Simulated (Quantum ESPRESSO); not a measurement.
Fe: Wannier functions under several settings

```
Fe
1.0
    -1.44300    1.44300    1.44300
     1.44300   -1.44300    1.44300
     1.44300    1.44300   -1.44300
Fe
1
Cartesian
  0.0000 0.0000 0.0000
```

All runs used Quantum ESPRESSO 7.5; potentials PseudoDojo 0.4.1 SR PBE standard; k mesh 10 × 10 × 10; given cell; collinear spin, ferromagnetic start; cutoff 1225 eV; occupations fermi-dirac, width 0.05 eV.

```tsv
level	start	Wannier mesh	spread a function (Å²)	RMS miss of the bands (meV)
PBE	atomic projections with disentanglement	8 × 8 × 8	?	?
PBE	atomic projections with disentanglement, not minimised	8 × 8 × 8	1.06	7
PBE	SCDM with an erfc weight	8 × 8 × 8	1.98	59
```

Problem. What stands in the row left open?

Solution. Spread a function 0.70 Å²; RMS miss of the bands 7 meV.

For the row left open. Caveat: the k mesh is coarse.
